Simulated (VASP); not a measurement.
Be: relaxation of shape and atoms at fixed volume with PBEsol

The system is Be.

```
Be
1.0
     2.22383    0.00000    0.00000
    -1.11192    1.92589    0.00000
     0.00000    0.00000    3.51950
Be
2
Direct
  0.33333 0.66667 0.25000
  0.66667 0.33333 0.75000
```

The cell isn't the ideal one: a relaxed cell with its volume scaled by 0.96.

* Program: VASP 6.6.1
* Task: relaxation of shape and atoms at fixed volume
* Functional: PBEsol
* Potentials or basis: VASP PAW PBE potentials, release 64 (Be)
* Cutoff: 600 eV
* k mesh: 18 × 18 × 10
* Occupations: methfessel-paxton, width 0.1 eV
* Spin: no spin polarisation
* Further INCAR settings: ALGO = Fast; EDIFF = 1e-07; IBRION = 2; EDIFFG = -0.01; NSW = 40; ISIF = 4

```json
{
 "Energy gained by relaxing": "0.0 meV/atom",
 "Ionic steps": "2",
 "Pressure after relaxing": "5.5 GPa",
 "Band gap on the k mesh": "none (metal or under the smearing width)"
}
```

Final structure:
```
Be
1.0
     2.22285    0.00000    0.00000
    -1.11143    1.92504    0.00000
     0.00000    0.00000    3.52261
Be
2
Cartesian
  0.0000 1.2834 0.8807
  1.1114 0.6417 2.6420
```

Levels at points of the mesh, in eV from the Fermi level:
```tsv
k point	band 1	band 2	band 3	band 4	band 5	band 6
(0.00, 0.00, 0.00)	-11.78	-4.87	1.01	16.56	16.56	19.47
(0.50, 0.00, 0.00)	-5.36	-3.33	3.55	6.45	6.82	9.67
(0.00, 0.00, 0.50)	-9.61	-9.61	10.74	10.74	18.25	18.25
(0.50, 0.00, 0.50)	-3.95	-3.95	1.58	1.58	12.35	12.35
```

Run time: 10 s on 1 thread of Intel(R) Xeon(R) 6975P-C (Granite Rapids), on a shared host, peak memory 0.14 GiB.

Caveat: the PAW data sets were made with another functional, which shifts forces and pressure a little.
